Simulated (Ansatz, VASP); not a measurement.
## Os: VASP beside Ansatz

```xyz
2
Lattice="2.7341 0.0000 0.0000 -1.3671 2.3678 0.0000 0.0000 0.0000 4.3197" Properties=species:S:1:pos:R:3 pbc="T T T"
Os    1.3671    0.7893    3.2398
Os    0.0000    1.5785    1.0799
```

Alike in both runs: task single point; functional PBE; k mesh 11 × 11 × 6; occupations gaussian, width 0.027 eV; no spin polarisation.

```csv
,VASP,Ansatz
version,VASP 6.6.1,Ansatz 0.2.0
potentials or method,"VASP PAW PBE potentials, release 64 (Os)",Ansatz PAW
plane-wave cutoff (eV),520,420
valence electrons in the cell,16,32
```

VASP gave:

| Property | Result |
| --- | --- |
| gap on the k mesh at the Fermi level (eV) | none |
| pressure (GPa) | 8.8 |
| largest component of the traceless stress (GPa) | 0.19 |

Task: Estimate Ansatz's values.

Result: gap on the k mesh at the Fermi level (eV): none; pressure (GPa): 8.8; largest component of the traceless stress (GPa): 0.26.

A gap of «none» marks a metal or a gap that the smearing closes. The two sets of potentials don't hold the same shells in valence.

The runs have no spin-orbit coupling, so splittings on Os are missing.
